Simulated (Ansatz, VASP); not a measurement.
One calculation of MgS (Niningerite), two programs

Contents of INCAR:

```
SYSTEM = MgS
ALGO = Normal
EDIFF = 1E-7
ENCUT = 520
GGA = PE
ISIF = 2
ISMEAR = -1
LASPH = .True.
LCHARG = .False.
LREAL = .False.
LWAVE = .False.
NBANDS = 11
NELM = 60
PREC = Accurate
SIGMA = 0.05
```

KPOINTS

```
k-points
0
Gamma
  9 9 9
  0 0 0
```

The input POSCAR:

```
MgS
1.0
    0.0000000000      2.5841887356      2.5841887356
    2.5841887356      0.0000000000      2.5841887356
    2.5841887356      2.5841887356      0.0000000000
S Mg
1 1
Direct
    0.5000000000      0.5000000000      0.5000000000
    0.0000000000      0.0000000000      0.0000000000
```

File input.yaml:

```yaml
crystal:
  lattice:
    - [0.0, 2.5841887356, 2.5841887356]
    - [2.5841887356, 0.0, 2.5841887356]
    - [2.5841887356, 2.5841887356, 0.0]
  atoms:
    - { symbol: S, position: [0.5, 0.5, 0.5] }
    - { symbol: Mg, position: [0.0, 0.0, 0.0] }
hamiltonian:
  xc: pbe
  pseudopotentials: { kind: paw }
kpoints:
  mp_grid: { grid: [9, 9, 9] }
scf:
  occupations: { method: fermi_dirac, width: 0.05 }
output:
  forces: true
  stress: true
  eigenvalues: true
```

Change from the starting cell: volume scaled by 0.98.

Alike in both runs: task single point; functional PBE; k mesh 9 × 9 × 9; occupations fermi-dirac, width 0.05 eV; no spin polarisation.

|  | VASP | Ansatz |
| --- | --- | --- |
| version | VASP 6.6.1 | Ansatz 0.2.0 |
| potentials or method | VASP PAW PBE potentials, release 64 (S, Mg) | Ansatz PAW |
| plane-wave cutoff (eV) | 520 | 420 |
| valence electrons in the cell | 8 | 16 |

```csv
,VASP,Ansatz,Ansatz less VASP
gap on the k mesh at the Fermi level (eV),2.95,2.96,+0.013
least direct gap on the mesh (eV),3.87,3.88,+0.011
pressure (GPa),2.5,2.8,+0.31
```

The functional is the same, so the differences come from potentials, cutoffs and numerics. The two sets of potentials don't hold the same shells in valence.

Caveats: an odd mesh through Γ misses points on the zone boundary, where band edges often lie (VASP); odd divisions of the mesh miss points on the zone boundary, where band edges often lie, so the gap on the mesh can be too wide (Ansatz).
